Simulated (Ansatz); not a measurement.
# Strain and the gap of KCl (rocksalt)

KCl built on the rocksalt prototype, relaxed with r2SCAN in Ansatz 0.2.0. It is cubic, Fm-3m (No. 225); a = 6.290 Å in the conventional setting, 31.10 Å³ an atom. K is surrounded by 6 Cl at 3.14 Å; Cl is surrounded by 6 K at 3.14 Å.

The axes x, y and z are those of this cell:
```yaml
crystal:
  lattice:
    - [0.00000, 3.14485, 3.14485]
    - [3.14485, 0.00000, 3.14485]
    - [3.14485, 3.14485, 0.00000]
  atoms:
    - { symbol: K, position: [0.00000, 0.00000, 0.00000] }
    - { symbol: Cl, position: [0.50000, 0.50000, 0.50000] }
```

Unstrained: The PBE gap is direct at Γ: 5.194 eV. r2SCAN gives a direct gap of 5.831 eV at Γ. The HSE06 gap is direct at Γ: 6.505 eV. Meshes: PBE 8×8×8, r2SCAN 8×8×8, HSE06 6×6×6. Strains are changes of length per length, and xy shears are angles. After each strain the atoms were relaxed again with r2SCAN within the symmetry that the strain leaves, so tilts or polar shifts that break it weren't tested; points keep the names that they have in the unstrained zone. The values are computed, spin-unpolarised, and not measurements.

Changes of the least gap in eV (an overlap counts as a negative gap):
```json
{"strain": "uniaxial +2.87 % along [111]", "volume change (%)": "+2.9", "space group": "R-3m", "PBE": "-0.119", "r2SCAN": "-0.121", "HSE06": "-0.126", "energy rise, r2SCAN (meV/atom)": "2.0"}
{"strain": "xy shear, engineering strain (angle) -3.39 %", "volume change (%)": "0.0", "space group": "Immm", "PBE": "-0.036", "r2SCAN": "-0.037", "HSE06": "-0.038", "energy rise, r2SCAN (meV/atom)": "0.7"}
{"strain": "biaxial +0.38 % in x and y, z held", "volume change (%)": "+0.8", "space group": "I4/mmm", "PBE": "-0.027", "r2SCAN": "-0.028", "HSE06": "-0.029", "energy rise, r2SCAN (meV/atom)": "0.1"}
```

Uniaxial +2.87 % along [111], other directions held. HSE06: the gap goes from 6.505 to 6.379 eV (-0.126 eV); with r2SCAN the top three valence levels at Γ, degenerate before, become 2+1 from the top over 55 meV. Stress change with r2SCAN, compression positive: xx -0.52, yy -0.52, zz -0.52, xy -0.13, xz -0.13, yz -0.13 GPa.

Xy shear, engineering strain (angle) -3.39 %. HSE06: the gap goes from 6.505 to 6.467 eV (-0.038 eV); with r2SCAN the top three valence levels at Γ, degenerate before, become 1+1+1 from the top over 65 meV. Stress change with r2SCAN, compression positive: xx 0.00, yy 0.00, zz -0.01, xy +0.22 GPa.

Biaxial +0.38 % in x and y, z held. HSE06: the gap goes from 6.505 to 6.476 eV (-0.029 eV). Stress change with r2SCAN, compression positive: xx -0.19, yy -0.19, zz -0.04 GPa.

The meshes of the hybrids are coarse, so their gaps aren't converged to the digits shown.

The splittings at Γ are without spin-orbit coupling, which regroups them where it is of like size or larger.
